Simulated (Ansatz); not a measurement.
# NbC (Niobocarbide): elastic constants, part 2 of 2

The task, for NbC (Niobocarbide): find the equilibrium cell, tighten the relaxation for response calculations and get the elastic tensor.

Ansatz 0.2.0; DFT r2SCAN, scalar-relativistic, plane waves, PAW. Earlier steps stand in the parts before.

## (5) Elastic constants, atoms relaxed

Contents of input.yaml:

```yaml
crystal:
  lattice:
    - [0.0, 2.241374828, 2.241374828]
    - [2.241374828, 0.0, 2.241374828]
    - [2.241374828, 2.241374828, 0.0]
  atoms:
    - { symbol: Nb, position: [0.0, 0.0, 0.0] }
    - { symbol: C, position: [0.5, 0.5, 0.5] }
basis:
  ecutwfc: 500
kpoints:
  mp_grid: { grid: [16, 16, 16] }
hamiltonian:
  xc: r2scan
scf:
  occupations: { method: fermi_dirac, width: 0.15 }
output:
  forces: true
  stress: true
  eigenvalues: true
elastic:
  mode: relaxed_ion
  amplitude: 0.005
```

Run with:

```sh
> ansatz run input.yaml --threads 1 --pin off --max-ram 2560MiB --backend cpu --events-out ev --progress --plain --runs-dir out
```

Log:

```text
Warning: RAYON_NUM_THREADS=1 ignored (pool sized by the plan → 1); use --threads N
band count auto-derived: 14 (N_el = 17.0; filled up to band 9; 13 by the electrons, moments and atoms)
Engine: ansatz 0.2.0, aarch64-unknown-linux-gnu
Pseudopotentials: kind: paw
Pseudopotential: Nb, paw, valence charge 13, recommended cutoff 500 eV (meta_gga), Nb.paw.azcp
Pseudopotential: C, paw, valence charge 4, recommended cutoff 500 eV (meta_gga), C.paw.azcp
Functional definition: r2SCAN
  parameter k0 = 0.174
  parameter k1 = 0.065
  parameter a1 = 4.9479
  exchange = r2scan_x(k0 = k0, k1 = k1, a1 = a1)
  correlation = r2scan_c
Crystal: 2 atoms, lattice volume = 22.520 Å³
Basis set: ecut = 500 eV, 537 PW (Γ), exchange–correlation on 96×96×96 points (64 copies of the dense FFT grid, shifted against one another)
Bands: 14, of which v1, the nominal top of the filled ones, is band 9 counted from 1 (8 counted from 0)
Symmetry: 48 space group operations
Space group: Fm-3m (ITA 225), of the structure as read, at distance tolerance 2.8e-5 Å
k-points: 145 of 4096
Non-local potential: Nb, projectors of the file, l = 0: 3, l = 1: 2, l = 2: 2, l = 3: 1
Non-local potential: C, projectors of the file, l = 0: 2, l = 1: 2, l = 2: 1
PAW form: soft (Blöchl's): semilocal exchange-correlation on the pseudo side does not see the compensation charge
PAW frozen core: Nb, regenerated for the run's functional (the file was generated under x = pbe(κ = 0.804, μ = 0.2195149727645171), c = pbe(β = 0.06672455060314922))
PAW frozen core: C, regenerated for the run's functional (the file was generated under x = pbe(κ = 0.804, μ = 0.2195149727645171), c = pbe(β = 0.06672455060314922))
PAW one-centre angular grid: Nb, 590 points (default); XC on 160 Gauss nodes
PAW one-centre angular grid: C, 302 points (default); XC on 239 of its mesh's 2573 points in the sphere
Initial density: superposition of atomic densities (neutral atoms: chi_scale 0, normalization atom), corrected by the library's trained network
Initial wavefunctions: pseudopotential atomic-orbital guess
Functional: x = r2scan, c = r2scan; τ floored in thin density (d = 2e-4 eV/Å³)
SCF iter   1: F=—  HF=-4816.590706 eV  |F-HF|=—  |Δ(HF+E_count)|=         —  Δρ=1.45e-2  dr2=6.00e-2  dr2_τ=1.54e-1  ethr=1.77e-3  ⟨swp⟩=5.1  Hψ=11407  notcnv=0
preconditioner: auto → none  [metal: Δε(μ)=0.070 eV  Ē_g=11.134 eV  σ=0.150 eV  W_gap=0.12  n_scr=8 (ndim 8)  ℏωp=23.5 eV  f_vac=0.000  D(μ)=0.67/eV (n_scr^D=0)  sad-step TF]
SCF iter   2: F=—  HF=-4816.597062 eV  |F-HF|=—  |Δ(HF+E_count)|=   6.36e-3  Δρ=6.11e-3  dr2=5.61e-3  dr2_τ=1.61e-3  ethr=3.53e-4  ⟨swp⟩=2.1  Hψ=3635  notcnv=0
SCF iter   3: F=—  HF=-4816.597824 eV  |F-HF|=—  |Δ(HF+E_count)|=   7.62e-4  Δρ=1.85e-3  dr2=3.54e-4  dr2_τ=3.03e-5  ethr=3.30e-5  ⟨swp⟩=2.1  Hψ=2510  notcnv=0
SCF iter   4: F=—  HF=-4816.598100 eV  |F-HF|=—  |Δ(HF+E_count)|=   2.76e-4  Δρ=2.52e-4  dr2=7.64e-6  dr2_τ=2.24e-6  ethr=2.08e-6  ⟨swp⟩=2.0  Hψ=2596  notcnv=0
SCF iter   5: F=—  HF=-4816.598107 eV  |F-HF|=—  |Δ(HF+E_count)|=   6.66e-6  Δρ=5.56e-5  dr2=3.54e-7  dr2_τ=1.39e-8  ethr=4.49e-8  ⟨swp⟩=2.2  Hψ=2827  notcnv=0
SCF iter   6: F=—  HF=-4816.598109 eV  |F-HF|=—  |Δ(HF+E_count)|=   1.69e-6  Δρ=1.90e-5  dr2=3.17e-8  dr2_τ=6.09e-9  ethr=2.08e-9  ⟨swp⟩=2.0  Hψ=3239  notcnv=0
SCF iter   7: F=—  HF=-4816.598109 eV  |F-HF|=—  |Δ(HF+E_count)|=   1.42e-8  Δρ=5.03e-6  dr2=2.28e-9  dr2_τ=1.16e-10  ethr=1.87e-10  ⟨swp⟩=1.5  Hψ=2483  notcnv=0
SCF iter   8: F=—  HF=-4816.598109 eV  |F-HF|=—  |Δ(HF+E_count)|=   1.51e-9  Δρ=7.61e-7  dr2=6.74e-11  dr2_τ=1.48e-12  ethr=1.34e-11  ⟨swp⟩=2.7  Hψ=3098  notcnv=0
SCF iter   9: F=—  HF=-4816.598109 eV  |F-HF|=—  |Δ(HF+E_count)|=  4.46e-11  Δρ=3.75e-8  dr2=3.45e-13  dr2_τ=4.37e-14  ethr=3.97e-13 (applied; sched 1.00e-12)  ⟨swp⟩=2.2  Hψ=2895  notcnv=0
SCF iter  10: F=-4816.598109 eV  HF=-4816.598109 eV  |F-HF|=3.64e-12  |Δ(HF+E_count)|=  9.09e-13  Δρ=4.73e-9  dr2=1.34e-15  dr2_τ=1.33e-15  ethr=1.00e-12  ⟨swp⟩=4.0  Hψ=6272  notcnv=0
the search or the solves at the SCF's close seem to have found levels that the self-consistency loop had missed (the run counts 1). By its estimate they hold under 1e-12 electrons; where the run keeps them, the occupations were computed again with them
SCF 1 converged in 10 iterations: F = -4816.598109 eV  dr2 = 1.34e-15
Initial density: handed on by an earlier stage of this run
Initial wavefunctions: those handed on with the density
[... 2 lines left out ...]
preconditioner: auto → none  [metal: Δε(μ)=0.058 eV  Ē_g=11.053 eV  σ=0.150 eV  W_gap=0.10  n_scr=8 (ndim 8)  ℏωp=23.5 eV  f_vac=0.000  D(μ)=0.70/eV (n_scr^D=0)]
[... 1 line left out ...]
SCF 2 converged in 2 iterations: F = -4816.598109 eV  dr2 = 3.25e-16
Crystal: 2 atoms, lattice volume = 22.295 Å³
Symmetry: 16 space group operations
k-points: 349 of 4096
[... 2 lines left out ...]
preconditioner: auto → none  [metal: Δε(μ)=0.025 eV  Ē_g=11.163 eV  σ=0.150 eV  W_gap=0.04  n_scr=8 (ndim 8)  ℏωp=23.6 eV  f_vac=0.000  D(μ)=0.69/eV (n_scr^D=0)]
[... 8 lines left out ...]
SCF 3 converged in 9 iterations: F = -4816.593192 eV  dr2 = 6.56e-15
Crystal: 2 atoms, lattice volume = 22.745 Å³
Basis set: ecut = 500 eV, 553 PW (Γ), exchange–correlation on 96×96×96 points (64 copies of the dense FFT grid, shifted against one another)
[... 2 lines left out ...]
preconditioner: auto → none  [metal: Δε(μ)=0.019 eV  Ē_g=10.960 eV  σ=0.150 eV  W_gap=0.03  n_scr=8 (ndim 8)  ℏωp=23.4 eV  f_vac=0.000  D(μ)=0.71/eV (n_scr^D=0)]
[... 7 lines left out ...]
SCF 4 converged in 8 iterations: F = -4816.593549 eV  dr2 = 1.08e-14
Crystal: 2 atoms, lattice volume = 22.633 Å³
Basis set: ecut = 500 eV, 545 PW (Γ), exchange–correlation on 96×96×96 points (64 copies of the dense FFT grid, shifted against one another)
[... 1 line left out ...]
preconditioner: auto → none  [metal: Δε(μ)=0.040 eV  Ē_g=11.005 eV  σ=0.150 eV  W_gap=0.07  n_scr=8 (ndim 8)  ℏωp=23.4 eV  f_vac=0.000  D(μ)=0.71/eV (n_scr^D=0)]
[... 4 lines left out ...]
SCF 5 converged in 5 iterations: F = -4816.596945 eV  dr2 = 2.53e-14
Crystal: 2 atoms, lattice volume = 22.408 Å³
[... 1 line left out ...]
preconditioner: auto → none  [metal: Δε(μ)=0.034 eV  Ē_g=11.101 eV  σ=0.150 eV  W_gap=0.06  n_scr=8 (ndim 8)  ℏωp=23.5 eV  f_vac=0.000  D(μ)=0.70/eV (n_scr^D=0)]
[... 4 lines left out ...]
SCF 6 converged in 5 iterations: F = -4816.596898 eV  dr2 = 3.99e-14
Symmetry: 8 space group operations
k-points: 621 of 4096
[... 2 lines left out ...]
preconditioner: auto → none  [metal: Δε(μ)=0.017 eV  Ē_g=11.052 eV  σ=0.150 eV  W_gap=0.03  n_scr=8 (ndim 8)  ℏωp=23.5 eV  f_vac=0.000  D(μ)=0.70/eV (n_scr^D=0)]
[... 8 lines left out ...]
SCF 7 converged in 9 iterations: F = -4816.596818 eV  dr2 = 5.70e-14
[... 2 lines left out ...]
preconditioner: auto → none  [metal: Δε(μ)=0.020 eV  Ē_g=11.052 eV  σ=0.150 eV  W_gap=0.03  n_scr=8 (ndim 8)  ℏωp=23.5 eV  f_vac=0.000  D(μ)=0.70/eV (n_scr^D=0)]
[... 8 lines left out ...]
SCF 8 converged in 9 iterations: F = -4816.596818 eV  dr2 = 2.47e-15
SCF iter   1: F=—  HF=-4816.597782 eV  |F-HF|=—  |Δ(HF+E_count)|=         —  Δρ=3.77e-6  dr2=8.21e-11  dr2_τ=3.13e-10  ethr=1.00e-12  ⟨swp⟩=9.0  Hψ=64740  notcnv=0
preconditioner: auto → none  [metal: Δε(μ)=0.015 eV  Ē_g=11.053 eV  σ=0.150 eV  W_gap=0.03  n_scr=8 (ndim 8)  ℏωp=23.5 eV  f_vac=0.000  D(μ)=0.70/eV (n_scr^D=0)]
SCF iter   2: F=—  HF=-4816.597782 eV  |F-HF|=—  |Δ(HF+E_count)|=   1.48e-8  Δρ=1.89e-6  dr2=2.01e-11  dr2_τ=1.95e-10  ethr=4.83e-13 (applied; sched 1.00e-12)  ⟨swp⟩=2.4  Hψ=16648  notcnv=0
SCF iter   3: F=—  HF=-4816.597782 eV  |F-HF|=—  |Δ(HF+E_count)|=   5.74e-9  Δρ=8.41e-8  dr2=1.80e-12  dr2_τ=2.83e-13  ethr=1.18e-13 (applied; sched 1.00e-12)  ⟨swp⟩=2.2  Hψ=13622  notcnv=0
SCF iter   4: F=—  HF=-4816.597782 eV  |F-HF|=—  |Δ(HF+E_count)|=  4.55e-12  Δρ=2.92e-8  dr2=1.04e-13  dr2_τ=3.07e-14  ethr=1.06e-14 (applied; sched 1.00e-12)  ⟨swp⟩=2.4  Hψ=11878  notcnv=0
SCF iter   5: F=-4816.597782 eV  HF=-4816.597782 eV  |F-HF|=9.09e-13  |Δ(HF+E_count)|=  1.82e-12  Δρ=1.01e-8  dr2=6.58e-15  dr2_τ=2.35e-15  ethr=1.00e-12  ⟨swp⟩=4.0  Hψ=24318  notcnv=0
SCF 9 converged in 5 iterations: F = -4816.597782 eV  dr2 = 6.58e-15
SCF iter   1: F=—  HF=-4816.597782 eV  |F-HF|=—  |Δ(HF+E_count)|=         —  Δρ=3.77e-6  dr2=8.20e-11  dr2_τ=3.12e-10  ethr=1.00e-12  ⟨swp⟩=9.1  Hψ=66386  notcnv=0
SCF iter   2: F=—  HF=-4816.597782 eV  |F-HF|=—  |Δ(HF+E_count)|=   1.48e-8  Δρ=1.89e-6  dr2=2.01e-11  dr2_τ=1.95e-10  ethr=4.82e-13 (applied; sched 1.00e-12)  ⟨swp⟩=2.4  Hψ=16509  notcnv=0
SCF iter   3: F=—  HF=-4816.597782 eV  |F-HF|=—  |Δ(HF+E_count)|=   5.74e-9  Δρ=8.07e-8  dr2=1.65e-12  dr2_τ=2.64e-13  ethr=1.18e-13 (applied; sched 1.00e-12)  ⟨swp⟩=2.2  Hψ=13530  notcnv=0
SCF iter   4: F=—  HF=-4816.597782 eV  |F-HF|=—  |Δ(HF+E_count)|=    0.00e0  Δρ=2.89e-8  dr2=1.07e-13  dr2_τ=3.00e-14  ethr=9.70e-15 (applied; sched 1.00e-12)  ⟨swp⟩=2.4  Hψ=11874  notcnv=0
SCF iter   5: F=-4816.597782 eV  HF=-4816.597782 eV  |F-HF|=9.09e-13  |Δ(HF+E_count)|=    0.00e0  Δρ=1.03e-8  dr2=6.97e-15  dr2_τ=2.37e-15  ethr=1.00e-12  ⟨swp⟩=4.0  Hψ=24274  notcnv=0
SCF 10 converged in 5 iterations: F = -4816.597782 eV  dr2 = 6.97e-15
SCF converged after 2 iterations
Free energy (F): -4816.598109 eV
Harris-Foulkes:  -4816.598109 eV  (|F-HF|=1.82e-12)
Internal energy: -4816.545979 eV  (E = F + TS)
E sigma→0 (E₀):  -4816.572044 eV
Entropy (-TS):   -0.052130 eV (-26.065 meV/atom)
Fermi energy:    18.744714 eV
--- Per-component energies (eV) ---
  E_band       = -48.452632
  E_kinetic    = 483.369076
  E_local      = -703.993397  (includes V_loc(G=0)·N_el)
  E_nonlocal   = 143.044189
  E_hartree    = 213.757011
  E_xc         = -218.500183
  E_vxc        = -303.512619  (∫ρ·V_xc dr)
  E_paw        = -3189.672568  (= ΣΔE_a)
  E_vpaw       = -112.864254  (= ΣTr[D̂ρ^β])
  E_aug_tail   = 0.000009  (compensation charges beyond the density's cutoff)
  E_vtau       = 17.990342  (kinetic-family band-sum trace: ∫τ·v_τ [+ j·A + Jᵃ·Aᵃ] dr)
  E_ewald      = -1544.332911
  E_core_change = -0.217204  (= ΣΔE_core)
  E_smearing   = -0.052130  (= −TS)
  E_closure    = 0.000000  (closes the sum)
  Σ components = -4816.598109   (vs F -4816.598109, Δ=0.00e0)
--- Forces (eV/Å), atoms counted from 1 ---
  atom   1  Nb    -0.00000000    -0.00000000     0.00000000
  atom   2  C      0.00000000     0.00000000     0.00000000
  max |Σ_I F_I| component: 3.68e-30 eV/Å
--- Stress (GPa, compression-positive) ---
        0.000468       0.000000       0.000000
       -0.000000       0.000468       0.000000
        0.000000      -0.000000       0.000468
  P = ⅓ Tr σ = 0.0005 GPa (0.005 kbar)
--- Band table (eV; the first three rows and the last of 145) ---
  k-point 0: bands = ["-38.9762", "-13.9578", "-13.9578", "-13.9578", "4.4578", "17.4244", "17.4244", "17.4244", "18.3881", "18.3881", "18.3881", "19.0592", "19.0592", "26.8048"]
  k-point 1: bands = ["-38.9720", "-13.9928", "-13.9610", "-13.9610", "4.5589", "16.8987", "17.1867", "17.1867", "17.8704", "17.8704", "18.7138", "20.0177", "20.0177", "27.0030"]
  k-point 2: bands = ["-38.9601", "-14.0912", "-13.9698", "-13.9698", "4.8529", "15.9478", "16.3068", "16.3068", "18.0081", "18.0081", "19.1420", "21.3574", "21.3574", "27.5143"]
  k-point 144: bands = ["-38.8283", "-14.4779", "-14.4779", "-14.2672", "6.5913", "13.8184", "14.1440", "14.1440", "20.3204", "20.3204", "22.0556", "24.0913", "24.1721", "32.3158"]
--- Elastic constants: 2 strain directions × 4 members + reference (group order 48) ---
  dense FFT box of the reference and of every strained cell: 24×24×24
  strains applied: 11, 23; error gains: componentwise 1.00 (the most a stress slope's error grows in a printed constant), spectral 1.73 (1 for all six strains in a standard setting)
  C = ∂σ_k/∂η_j (tension-positive GPa; Voigt order 11 22 33 23 13 12):
       672.646    128.613    128.613     -0.000      0.000     -0.000
       128.613    672.646    128.613      0.000     -0.000     -0.000
       128.613    128.613    672.646      0.000      0.000      0.000
         0.000     -0.000     -0.000    182.854     -0.000     -0.000
         0.000     -0.000     -0.000      0.000    182.854      0.000
        -0.000      0.000      0.000     -0.000      0.000    182.854
  reference stress σ⁰ (GPa):     -0.000     -0.000     -0.000      0.000     -0.000      0.000
  C* (energy form; C + prestress term) asymmetry max|C*_kj − C*_jk| = 8.527e-14 GPa — a small one proves nothing (zero by symmetry where the batch's group is 432, −43m or m−3m); a large one is finite-difference/SCF noise where every solve meets its electron count
  moduli (Voigt/Reuss/Hill, GPa): K = 309.96/309.96/309.96   G = 218.52/210.45/214.48   E = 522.85   ν = 0.219
  mechanically stable: yes (min eigenvalue of sym C = 182.85 GPa)
  strain η (Voigt 11):  stress-route row diagonal C_11 = 672.65 GPa, energy-path curvature d²(F+E_count+ΔE)/dδ²/Ω₀ = 672.64 GPa
    cells at ±δ against ±2δ: C11 672.87 and 673.54 GPa, apart by 0.10 % of the column's largest entry
         δ    σ_11 (GPa)             F (eV)   n_scf  n_hpsi   n_pw
    -1.000e-2      -7.1152       -4816.5931922       9  101167    580   relax 0 steps, max|allowed force component| 2.96e-31 eV/Å
    -5.000e-3      -3.4597       -4816.5968976       5   81812    588   relax 0 steps, max|allowed force component| 3.45e-31 eV/Å
     5.000e-3       3.2690       -4816.5969447       5   78297    588   relax 0 steps, max|allowed force component| 2.96e-31 eV/Å
     1.000e-2       6.3555       -4816.5935494       8   91277    596   relax 0 steps, max|allowed force component| 9.86e-32 eV/Å
  strain η (Voigt 23):  stress-route row diagonal C_44 = 182.85 GPa, energy-path curvature d²(F+E_count+ΔE)/dδ²/Ω₀ = 182.86 GPa
    cells at ±δ against ±2δ: C44 182.84 and 182.81 GPa, apart by 0.02 % of the column's largest entry
         δ    σ_23 (GPa)             F (eV)   n_scf  n_hpsi   n_pw
    -1.000e-2      -1.8281       -4816.5968179       9  183292    588   relax 0 steps, max|allowed force component| 1.18e-29 eV/Å
    -5.000e-3      -0.9142       -4816.5977818       5  140899    588   relax 0 steps, max|allowed force component| 2.03e-29 eV/Å
     5.000e-3       0.9142       -4816.5977818       5  139582    588   relax 0 steps, max|allowed force component| 1.84e-29 eV/Å
     1.000e-2       1.8281       -4816.5968179       9  169186    588   relax 0 steps, max|allowed force component| 4.73e-30 eV/Å
```

It took 2.1 min on 1 thread of Arm Neoverse V2, shared host; peak memory 0.57 GiB.

Derived from the tensor and the density, 7.736 g/cm³, with v_l = √((B+4G/3)/ρ), v_t = √(G/ρ), v_m = [(2/v_t³+1/v_l³)/3]^(−1/3) and Θ = (ħ/k_B)·v_m·(6π²n/V)^(1/3):

| quantity | value |
| --- | --- |
| bulk modulus B | 310.0 GPa |
| shear modulus G | 214.5 GPa |
| B/G | 1.45 |
| universal anisotropy index | 0.19 |
| sound speeds v_l, v_t | 8777, 5265 m/s |
| Debye temperature Θ | 774 K |

Young's modulus by Cartesian direction:

```tsv
direction	E (GPa)
(1, 0, 0)	631
(0, 1, 0)	631
(0, 0, 1)	631
(1, 1, 0)	492
(1, 0, 1)	492
(0, 1, 1)	492
(1, 1, 1)	458
```

## (6) Outcome

The summary covers parts 1 to 2. Changes of volume or cell count from the first structure of part 1.

| quantity | value |
| --- | --- |
| relaxed cell (conventional) | a = 4.483 Å, b = 4.483 Å, c = 4.483 Å, α = 90.00°, β = 90.00°, γ = 90.00° |
| space group (0.01 Å) | Fm-3m (No. 225) |
| volume | 11.26 Å³/atom |
| formation energy (elements from runs with the same settings, not shown) | -0.64 eV/atom |
| C11, C12, C44 (relaxed-ion) | 673, 129, 183 GPa |
| B, G, E (Hill) (relaxed-ion) | 310, 214, 523 GPa |
| Poisson ratio (relaxed-ion) | 0.22 |
| Debye temperature | 774 K |

Relaxation raised the volume by 0.9 %. It is stable against strain: the least eigenvalue of C is 183 GPa. By Pugh's rule of thumb B/G = 1.45 (under 1.75) points to a brittle solid; Young's modulus ranges from about 458 to 631 GPa with direction. In a metal such response values depend on mesh and smearing, which were not converged here.
